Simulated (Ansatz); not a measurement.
**Relaxing Se**

Method: Ansatz, DFT PBE, scalar-relativistic, plane waves, PAW. Cutoff 420 eV, Γ-centred k mesh, Gaussian smearing, no spin polarisation in the final step.

The start puts Se on the sites of a reported C cell (R-3m, No. 166), at a guessed volume.

```yaml
crystal:
  lattice:
    - [1.57458, 0.90908, 14.27363]
    - [-1.57458, 0.90908, 14.27363]
    - [0.00000, -1.81817, 14.27363]
  atoms:
    - { symbol: Se, position: [0.05000, 0.05000, 0.05000] }
    - { symbol: Se, position: [0.95000, 0.95000, 0.95000] }
    - { symbol: Se, position: [0.28300, 0.28300, 0.28300] }
    - { symbol: Se, position: [0.71700, 0.71700, 0.71700] }
```

Steps on the 6×6×6 mesh (4 atoms). 12 of 24 steps are shown, and the free energy counts from the last. Trial steps that were taken back and renewals of the plane-wave basis can be among the rows.

```tsv
step	ΔF (meV/atom)	V (Å³/atom)	P (GPa)	largest force component (eV/Å)
1	8848.4	30.65	118.86	0.580
3	3960.9	36.91	55.63	0.979
5	1321.3	43.81	21.48	2.821
7	211.7	51.68	1.04	0.153
9	187.9	50.65	-0.28	0.107
11	168.4	45.83	-0.23	0.062
14	149.7	39.27	-0.06	0.042
16	141.3	35.86	-0.09	0.070
18	139.8	35.48	0.05	0.017
20	39.8	34.94	3.37	0.006
22	1.2	40.88	-0.32	0.060
24	0.0	40.08	-0.02	0.013
```

Steps on the 12×12×12 mesh (4 atoms). 4 of 6 steps are shown, and the free energy counts from the last.

| step | ΔF (meV/atom) | V (Å³/atom) | P (GPa) | largest force component (eV/Å) |
| --- | --- | --- | --- | --- |
| 1 | 3.4 | 40.08 | 0.31 | 0.189 |
| 2 | 13.2 | 41.41 | -0.04 | 0.429 |
| 3 | 0.1 | 40.66 | -0.04 | 0.027 |
| 6 | 0.0 | 40.53 | 0.00 | 0.002 |

A final relaxation ran on a 12×12×12 mesh. The relaxed crystal, R-3m (No. 166):

```
Se
1.0
     2.16917    1.25237    9.94739
    -2.16917    1.25237    9.94739
     0.00000   -2.50475    9.94739
Se
4
Direct
  0.07475 0.07475 0.07475
  0.92525 0.92525 0.92525
  0.23691 0.23691 0.23691
  0.76309 0.76309 0.76309
```

```
Volume per atom                    : 40.5 Å³
Density                            : 3.2 g/cm³
Energy over the standard structure : 0.29 eV/atom
Gap on the 12×12×12 mesh           : 0 eV (a metal)
```

Energies count from the standard state of Se at the same level.

The final run used a 12×12×12 mesh on its 4-atom cell and 0.10 eV smearing. The k mesh leaves about 4 meV/atom of noise in metals. Weakly bound directions are ill-defined at this level, which has no dispersion term.

Symmetry constrained the relaxation, so the result can be a saddle point.